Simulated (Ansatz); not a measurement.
# Re: the cost of one run

Method: DFT PBE, scalar-relativistic, in Ansatz 0.2.0.

## (1) The structure to begin with

It takes space group P6_3/mmc (No. 194, hexagonal). The conventional cell has a = 2.603 Å, b = 2.603 Å, c = 4.162 Å, α = 90.00°, β = 90.00°, γ = 120.00°. Around Re (site symmetry -6m2) lie 12 Re at 2.57 to 2.60 Å.

Structure file:

```xyz
2
Lattice="2.6029 0.0000 0.0000 -1.3015 2.2542 0.0000 0.0000 0.0000 4.1620" Properties=species:S:1:pos:R:3 pbc="T T T"
Re    0.0000    1.5028    1.0405
Re    1.3015    0.7514    3.1215
```

The cell comes from a crystallographic database entry that wasn't checked; take it as a given geometry, which may be far from equilibrium.

Atoms are numbered in the order of the input: Re1, Re2.

## (2) Volume × 0.94, LAPW

input.yaml reads:

```yaml
crystal:
  lattice:
    - [2.5497657329, 0.0, 0.0]
    - [-1.2748828664, 2.2081618983, 0.0]
    - [0.0, 0.0, 4.0770373845]
  atoms:
    - { symbol: Re, position: [0.3333333333, 0.6666666667, 0.25] }
    - { symbol: Re, position: [0.6666666667, 0.3333333333, 0.75] }
kpoints:
  mp_grid: { grid: [14, 14, 8] }
  band_path:
    path:
      - [0.0, 0.0, 0.0]
      - [0.5, 0.0, 0.0]
      - [0.3333333333, 0.3333333333, 0.0]
      - [0.0, 0.0, 0.0]
      - [0.0, 0.0, 0.5]
      - [0.5, 0.0, 0.5]
      - [0.3333333333, 0.3333333333, 0.5]
      - [0.0, 0.0, 0.5]
      - [0.5, 0.0, 0.5]
    npoints: 5
scf:
  occupations: { method: fermi_dirac, width: 0.05 }
hamiltonian:
  xc: pbe
  pseudopotentials: { kind: all_electron, lapw: { basis_error: 0.00025 } }
output:
  forces: true
  stress: true
  eigenvalues: true
```

Launch:

```console
ansatz run input.yaml --threads 1 --pin off --max-ram 3072MiB --backend cpu --events-out ev --progress --plain --runs-dir out
```

**Question.** How long does this run take on 1 thread of Intel Xeon Platinum 8375C at 2.90GHz (Ice Lake), shared host, and how much memory does it need?

About 63 s, with a peak of 0.78 GiB.
